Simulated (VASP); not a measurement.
**CdSe (P6_3mc): a series in a change of volume**

Strain engineering needs slopes: what does a change of volume do to the lattice and the band edges of CdSe?

Calculated with VASP 6.6.1; LDA; plane waves and PAW (Cd, Se), in the first sound run; inputs show where later runs differ.

## 1. The structure

The structure is hexagonal, space group P6_3mc (No. 186). Conventional cell: a = 4.300 Å, b = 4.300 Å, c = 7.010 Å, α = 90.00°, β = 90.00°, γ = 120.00°. Cd has 4 Se at 2.63 to 2.64 Å nearest. Nearest to Se lie 4 Cd at 2.63 to 2.64 Å. Farther neighbours and most contacts between anions are not listed.

As a file:

```
Cd Se
1.0
     4.30000    0.00000    0.00000
    -2.15000    3.72391    0.00000
     0.00000    0.00000    7.01000
Cd Se
2 2
Direct
  0.33333 0.66667 0.00000
  0.66667 0.33333 0.50000
  0.33333 0.66667 0.37700
  0.66667 0.33333 0.87700
```

## 2. Relax the crystal, LDA

The series starts from the cell that this level prefers, so that zero strain is near zero stress.

This step took 2 runs in a row; the last is shown.

Level: LDA; plane waves and PAW (Cd, Se).

The input, INCAR:

```
SYSTEM = CdSe
PREC = Accurate
ENCUT = 450
EDIFF = 1E-07
NELM = 120
ISMEAR = 0
SIGMA = 0.02
LREAL = .FALSE.
ALGO = Normal
GGA = CA
NBANDS = 24
LASPH = .TRUE.
LORBIT = 11
LWAVE = .FALSE.
LCHARG = .FALSE.
KPAR = 16
IBRION = 2
NSW = 40
ISIF = 3
EDIFFG = -0.005
POTIM = 0.4
```

The input, POSCAR:

```
CdSe
1.0
    4.2577089748      0.0000000000      0.0000000000
   -2.1288544874      3.6872841339      0.0000000000
    0.0000000000      0.0000000000      6.9557135363
Cd Se
2 2
Direct
    0.3333333333      0.6666666667      0.0008133064
    0.6666666667      0.3333333333      0.5008133064
    0.3333333333      0.6666666667      0.3761866936
    0.6666666667      0.3333333333      0.8761866936
```

The input, KPOINTS:

```
Automatic mesh
0
Gamma
8 8 5
0 0 0
```

Potentials, in the order of the species: Cd and Se (LDA family, release 64).

Started as:

```
> mpirun -np 16 vasp_std
```

The program printed:

```text
[banner, memory and clock lines left out]
running   16 mpi-ranks, on    1 nodes
[...]
|                                                                             |
|           W    W    AA    RRRRR   N    N  II  N    N   GGGG   !!!           |
|           W    W   A  A   R    R  NN   N  II  NN   N  G    G  !!!           |
|           W    W  A    A  R    R  N N  N  II  N N  N  G       !!!           |
|           W WW W  AAAAAA  RRRRR   N  N N  II  N  N N  G  GGG   !            |
|           WW  WW  A    A  R   R   N   NN  II  N   NN  G    G                |
|           W    W  A    A  R    R  N    N  II  N    N   GGGG   !!!           |
|                                                                             |
|     For optimal performance we recommend to set                             |
|       NCORE = 2 up to number-of-cores-per-socket                            |
|     NCORE specifies how many cores store one orbital (NPAR=cpu/NCORE).      |
|     This setting can greatly improve the performance of VASP for DFT.       |
[...]
DAV:  12    -0.135179096928E+02    0.24882E-05   -0.36813E-05  1768   0.704E-02    0.878E-03
DAV:  13    -0.135179089403E+02    0.75245E-06   -0.51177E-06  1624   0.277E-02    0.164E-03
DAV:  14    -0.135179089486E+02   -0.82659E-08   -0.47709E-07  1456   0.402E-03
   1 F= -.13517909E+02 E0= -.13517909E+02  d E =-.135179E+02
[...]
N       E                     dE             d eps       ncg     rms          rms(c)
DAV:   1    -0.135181945151E+02   -0.28557E-03   -0.59579E-03  1560   0.795E-01    0.123E-01
DAV:   2    -0.135179465734E+02    0.24794E-03   -0.69044E-04  1544   0.326E-01    0.422E-02
DAV:   3    -0.135179228557E+02    0.23718E-04   -0.63060E-05  1600   0.643E-02    0.371E-02
DAV:   4    -0.135179183547E+02    0.45011E-05   -0.60624E-06  1592   0.167E-02    0.542E-03
DAV:   5    -0.135179178680E+02    0.48663E-06   -0.19851E-06  1744   0.168E-02    0.231E-03
DAV:   6    -0.135179178729E+02   -0.48576E-08   -0.21335E-07   848   0.415E-03
   2 F= -.13517918E+02 E0= -.13517918E+02  d E =-.892428E-05
 trial-energy change:   -0.000009  1 .order   -0.000012   -0.000029    0.000006
 step:   0.7470(harm=  0.8359)  dis= 0.00002  next Energy=   -13.517919 (dE=-0.969E-05)
 reached required accuracy - stopping structural energy minimisation
```

Elapsed: 6.8 s, on 16 MPI ranks of Intel Xeon 6975P-C (Granite Rapids), shared host; peak memory 3.6 GiB.

Lines that name or quote the potential files are left out of all logs, and their timing lines are given in words.

Parts of OUTCAR (step 2):

```text
  Total        0.0053684      0.0053684      0.0096299      0.0000000      0.0000000      0.0000000
  in kB        0.0788340      0.0788340      0.1414140      0.0000000      0.0000000      0.0000000
  external PRESSURE =       0.0996940 kB  Pullay stress =       0.0000000 kB

 POSITION                                       TOTAL-FORCE (eV/Angst)
 -----------------------------------------------------------------------------------
     -0.00000      2.45734      0.00563         0.000000     -0.000000      0.001038
      2.12812      1.22867      3.48282         0.000000      0.000000      0.001038
     -0.00000      2.45734      2.61616        -0.000000     -0.000000     -0.001038
      2.12812      1.22867      6.09334        -0.000000     -0.000000     -0.001038
 -----------------------------------------------------------------------------------
    total drift:                                0.000000      0.000000      0.002084

  FREE ENERGIE OF THE ION-ELECTRON SYSTEM (eV)
  ---------------------------------------------------
  free  energy   TOTEN  =       -13.5179178729 eV

  energy  without entropy=      -13.5179178729  energy(sigma->0) =      -13.51791787

 reached required accuracy - stopping structural energy minimisation

[... 3 further parts left out ...]
[key lines of the parts left out:]
E-fermi :   1.1651
```

This run gave:

| Item | Value |
| --- | --- |
| energy(sigma→0) of the program | -13.5179 eV |
| stress, compression positive | xx, yy, zz 0.01, 0.01, 0.01 GPa |
| volume | 109.103 Å³ |
| ionic steps | 2 |

## 3. Relax at fixed volume, LDA

One member in full: the volume is scaled by 1.01, and shape and atoms relax at that volume.

Level: LDA; plane waves and PAW (Cd, Se).

Changes to INCAR since step 2:

```diff
@@ -15,7 +15,7 @@
 LCHARG = .FALSE.
-KPAR = 16
+KPAR = 4
 IBRION = 2
 NSW = 40
-ISIF = 3
-EDIFFG = -0.005
+ISIF = 4
+EDIFFG = -0.004
 POTIM = 0.4
```

The input, POSCAR:

```
CdSe
1.0
    4.2703704316      0.0000000000      0.0000000000
   -2.1351852158      3.6982492771      0.0000000000
    0.0000000000      0.0000000000      6.9774671221
Cd Se
2 2
Direct
    0.3333333333      0.6666666667      0.0008102484
    0.6666666667      0.3333333333      0.5008102484
    0.3333333333      0.6666666667      0.3761897516
    0.6666666667      0.3333333333      0.8761897516
```

KPOINTS is that of step 2.

Started as:

```
> mpirun -np 4 vasp_std
```

The program printed:

```text
[banner, memory and clock lines left out]
running    4 mpi-ranks, on    1 nodes
[...]
LDA part: xc-table for (Slater(with rela. corr.)+CA(PZ))
 , standard interpolation
 POSCAR, INCAR and KPOINTS ok, starting setup
[...]
entering main loop
       N       E                     dE             d eps       ncg     rms          rms(c)
DAV:   1     0.223281777925E+03    0.22328E+03   -0.15937E+04  1440   0.121E+03
DAV:   2    -0.323157612973E+01   -0.22651E+03   -0.22011E+03  1664   0.318E+02
DAV:   3    -0.141834911807E+02   -0.10952E+02   -0.10922E+02  1760   0.711E+01
DAV:   4    -0.142608761227E+02   -0.77385E-01   -0.77365E-01  1608   0.582E+00
[...]
DAV:  12    -0.135169687803E+02    0.33685E-05   -0.43611E-05  1760   0.755E-02    0.873E-03
DAV:  13    -0.135169680126E+02    0.76771E-06   -0.56222E-06  1616   0.283E-02    0.253E-03
DAV:  14    -0.135169679852E+02    0.27408E-07   -0.58604E-07  1448   0.444E-03
   1 F= -.13516968E+02 E0= -.13516968E+02  d E =-.135170E+02
[...]
reached required accuracy - stopping structural energy minimisation
```

It took 11 s on 4 MPI ranks; peak memory 0.79 GiB.

OUTCAR, selected parts (step 3):

```text
  Total       -0.3838143     -0.3838143     -0.3809270      0.0000000     -0.0000000      0.0000000
  in kB       -5.5804877     -5.5804877     -5.5385078      0.0000000     -0.0000000      0.0000000
  external PRESSURE =      -5.5664944 kB  Pullay stress =       0.0000000 kB

 POSITION                                       TOTAL-FORCE (eV/Angst)
 -----------------------------------------------------------------------------------
     -0.00000      2.46550      0.00565         0.000000      0.000000     -0.000117
      2.13519      1.23275      3.49439         0.000000      0.000000     -0.000117
     -0.00000      2.46550      2.62485         0.000000      0.000000      0.000117
      2.13519      1.23275      6.11359        -0.000000      0.000000      0.000117
 -----------------------------------------------------------------------------------
    total drift:                                0.000000      0.000000      0.000896

  FREE ENERGIE OF THE ION-ELECTRON SYSTEM (eV)
  ---------------------------------------------------
  free  energy   TOTEN  =       -13.5169679852 eV

  energy  without entropy=      -13.5169679852  energy(sigma->0) =      -13.51696799

[... 2 parts as in an earlier step ...]

[... 2 further parts left out ...]
[key lines of the parts left out:]
E-fermi :   1.0868
```

Numbers from this step:

- energy(sigma→0) of the program: -13.5170 eV
- stress, compression positive: xx, yy, zz -0.56, -0.56, -0.55 GPa
- ionic steps: 1

## 4. Band edges, TB-mBJ with spin-orbit coupling

Short lines in KPOINTS_OPT sample the zone centre, for masses, and the other valleys.

Level: TB-mBJ, spin-orbit coupling; plane waves and PAW (Cd, Se).

TB-mBJ has no energy functional, so the total energy, stress and pressure in this output mean nothing.

The input, INCAR:

```
SYSTEM = CdSe
PREC = Accurate
ENCUT = 450
EDIFF = 1E-06
NELM = 150
ISMEAR = 0
SIGMA = 0.02
LREAL = .FALSE.
ALGO = Normal
METAGGA = MBJ
LASPH = .TRUE.
LNONCOLLINEAR = .TRUE.
MAGMOM = 0 0 0 0 0 0 0 0 0 0 0 0
NBANDS = 46
GGA_COMPAT = .FALSE.
LSORBIT = .TRUE.
LWAVE = .FALSE.
LCHARG = .FALSE.
KPAR = 4
```

POSCAR is that of step 3.

The input, KPOINTS:

```
Automatic mesh
0
Gamma
7 7 4
0 0 0
```

The input, KPOINTS_OPT:

```
Line mode
6
Line-mode
Reciprocal
  0.00000000   0.00000000   0.00000000
  0.00000000   0.00000000   0.05552492

  0.00000000   0.00000000   0.00000000
 -0.03398253   0.01699126   0.00000000

  0.50000000   0.00000000   0.00000000
  0.50000000   0.00000000   0.50000000

  0.33333333   0.33333333   0.00000000
  0.33333333   0.33333333   0.50000000
```

Started as:

```
> mpirun -np 4 vasp_ncl
```

The program printed:

```text
[banner, memory and clock lines left out]
running    4 mpi-ranks, on    1 nodes
[...]
|                                                                             |
|               ----> ADVICE to this user running VASP <----                  |
|                                                                             |
|     You enforced a specific xc type in the INCAR file but a different       |
|     [... a line on the potential file left out ...]
|     I HOPE YOU KNOW WHAT YOU ARE DOING!                                     |
|                                                                             |

 LDA part: xc-table for (None), standard interpolation
 POSCAR, INCAR and KPOINTS ok, starting setup
[...]
entering main loop
       N       E                     dE             d eps       ncg     rms          rms(c)
DAV:   1     0.593061407240E+02    0.59306E+02   -0.15892E+04  2952   0.127E+03
DAV:   2    -0.178326397485E+03   -0.23763E+03   -0.23161E+03  3296   0.339E+02
DAV:   3    -0.192203313326E+03   -0.13877E+02   -0.13803E+02  3482   0.808E+01
DAV:   4    -0.192348924084E+03   -0.14561E+00   -0.14548E+00  3254   0.785E+00
[...]
DAV:  51    -0.188319027040E+03   -0.14239E-05   -0.63723E-14  1562   0.476E-06    0.747E-06
DAV:  52    -0.188319028082E+03   -0.10420E-05   -0.26285E-12  1562   0.290E-06    0.433E-06
DAV:  53    -0.188319028718E+03   -0.63654E-06    0.16734E-12  1562   0.175E-06
   1 F= -.18831903E+03 E0= -.18831903E+03  d E =-.258560E-11  mag=    -0.0000     0.0000    -0.0000
 Start KPOINTS_OPT (optional k-point list driver)
k-point batch [1-24\24]
       N       E                     dE             ncg
DAV:   1     0.222276971424E+04   -0.99032E+04     2240
DAV:   2    -0.349272746983E+04   -0.57155E+04     2506
DAV:   3    -0.381399714916E+04   -0.32127E+03     2572
DAV:   4    -0.381747169661E+04   -0.34745E+01     2504
DAV:   5    -0.381751580380E+04   -0.44107E-01     2478
DAV:   6    -0.381751685554E+04   -0.10517E-02     2522
DAV:   7    -0.381751689199E+04   -0.36451E-04     2116
DAV:   8    -0.381751689348E+04   -0.14898E-05     1856
DAV:   9    -0.381751689358E+04   -0.96398E-07     1556
```

It took 5.3 min on 4 MPI ranks; peak memory 2.5 GiB.

From OUTCAR (step 4):

```text
  LATTYP: Found a hexagonal cell.
 ALAT       =     4.2703704316
 C/A-ratio  =     1.6339254952

 Subroutine GETGRP returns: Found 12 space group operations
 (whereof  6 operations were pure point group operations)

The static configuration has the point symmetry C_3v.
 The point group associated with its full space group is C_6v.

 Found     32 irreducible k-points:

   k-points           NKPTS =     32   k-points in BZ     NKDIM =     32   number of bands    NBANDS=     46

   dimension x,y,z NGX =    30 NGY =   30 NGZ =   48
   dimension x,y,z NGXF=    60 NGYF=   60 NGZF=   96

   ENCUT  =  450.0 eV  33.07 Ry    5.75 a.u.   7.39  7.39 12.07*2*pi/ulx,y,z

   NELECT =      36.0000    total number of electrons

 E-fermi :   1.6975

 k-point     1 :       0.0000    0.0000    0.0000
  band No.  band energies     occupation
    ...
     32       1.2607      1.00000
     33       1.5878      1.00000
     34       1.5878      1.00000
     35       1.6152      1.00000
     36       1.6152      1.00000
     37       3.5738      0.00000
     38       3.5738      0.00000
     39       4.8766      0.00000
     40       4.8766      0.00000
     41       8.0520      0.00000
    ...

 k-point     2 :       0.1429    0.0000    0.0000
  band No.  band energies     occupation
    ...
     32       0.6598      1.00000
     33       1.2514      1.00000
     34       1.2633      1.00000
     35       1.4455      1.00000
     36       1.4670      1.00000
     37       4.3913      0.00000
     38       4.3976      0.00000
     39       5.5367      0.00000
     40       5.5641      0.00000
     41       7.7435      0.00000
    ...

  Total      -62.8816074    -62.8816074    -63.0030467      0.0000000     -0.0000000      0.0000000
  in kB     -914.2704603   -914.2704602   -916.0361329      0.0000000     -0.0000000      0.0000000
  external PRESSURE =    -914.8590178 kB  Pullay stress =       0.0000000 kB

 POSITION                                       TOTAL-FORCE (eV/Angst)
 -----------------------------------------------------------------------------------
     -0.00000      2.46550      0.00565         0.000000     -0.000000     -0.011559
      2.13519      1.23275      3.49439        -0.000000      0.000000     -0.011559
     -0.00000      2.46550      2.62485        -0.000000      0.000000      0.011559
      2.13519      1.23275      6.11359         0.000000     -0.000000      0.011559
 -----------------------------------------------------------------------------------
    total drift:                               -0.000000      0.000000     -0.026464

  FREE ENERGIE OF THE ION-ELECTRON SYSTEM (eV)
  ---------------------------------------------------
  free  energy   TOTEN  =      -188.3190287181 eV

  energy  without entropy=     -188.3190287181  energy(sigma->0) =     -188.31902872

 Spin-Orbit-Coupling matrix elements
 Ion:    1  E_soc:     -0.0542643
 Ion:    2  E_soc:     -0.0542643
 Ion:    3  E_soc:     -0.0359329
 Ion:    4  E_soc:     -0.0359329

[... 1 part as in an earlier step ...]

[... 7 further parts left out ...]
```

## 5. Band edges, r2SCAN

Short lines in KPOINTS_OPT sample the zone centre, for masses, and the other valleys.

Level: r2SCAN; plane waves and PAW (Cd, Se).

The input, INCAR:

```
SYSTEM = CdSe
PREC = Accurate
ENCUT = 450
EDIFF = 1E-06
NELM = 100
ISMEAR = 0
SIGMA = 0.02
LREAL = .FALSE.
ALGO = Normal
METAGGA = R2SCAN
LASPH = .TRUE.
NBANDS = 23
LWAVE = .FALSE.
LCHARG = .FALSE.
KPAR = 4
```

POSCAR is that of step 4.

KPOINTS is that of step 4.

KPOINTS_OPT is that of step 4.

Started as:

```
> mpirun -np 4 vasp_std
```

The program printed:

```text
[banner, memory and clock lines left out]
running    4 mpi-ranks, on    1 nodes
[...]
[... a notice as in an earlier step ...]

 LDA part: xc-table for (None), standard interpolation
 POSCAR, INCAR and KPOINTS ok, starting setup
[...]
entering main loop
       N       E                     dE             d eps       ncg     rms          rms(c)
DAV:   1    -0.803429510192E+03   -0.80343E+03   -0.16391E+04  1104   0.129E+03
DAV:   2    -0.103929076450E+04   -0.23586E+03   -0.23028E+03  1223   0.336E+02
DAV:   3    -0.105120151897E+04   -0.11911E+02   -0.11876E+02  1342   0.781E+01
DAV:   4    -0.105128851699E+04   -0.86998E-01   -0.86982E-01  1195   0.649E+00
[...]
DAV:  13    -0.104168763481E+04    0.87559E-05   -0.56321E-05  1279   0.882E-02    0.783E-03
DAV:  14    -0.104168763644E+04   -0.16338E-05   -0.44082E-06  1108   0.167E-02    0.281E-03
DAV:  15    -0.104168763652E+04   -0.79956E-07   -0.15844E-07   650   0.334E-03
   1 F= -.10416876E+04 E0= -.10416876E+04  d E =-.424657E-17
 Start KPOINTS_OPT (optional k-point list driver)
k-point batch [1-24\24]
       N       E                     dE             ncg
DAV:   1     0.120335036929E+04   -0.12143E+05     1104
DAV:   2    -0.442638241884E+04   -0.56297E+04     1251
DAV:   3    -0.470104263088E+04   -0.27466E+03     1342
DAV:   4    -0.470293225672E+04   -0.18896E+01     1237
DAV:   5    -0.470295216218E+04   -0.19905E-01     1349
DAV:   6    -0.470295254013E+04   -0.37795E-03     1286
DAV:   7    -0.470295255025E+04   -0.10121E-04     1246
DAV:   8    -0.470295255056E+04   -0.31765E-06      965
```

It took 38 s on 4 MPI ranks; peak memory 1 GiB.

(Continued in part 2 of 2.)

[Lines on the potential files, build, host, timing and source positions are cut from VASP's logs without a mark.]

[Logs are printed without paths, hosts, clocks, repeated set-up lines and the standing remarks that a program may print on its own settings, such as how far it seeks lower states.]

[Hosts, paths, dates, database ids (printed as entryN), source tags and the programs' standing remarks are cut or masked in the printed files.]

[In band tables of VASP the shares of atoms and orbitals are scaled to a sum of 1 inside the atoms' spheres.]
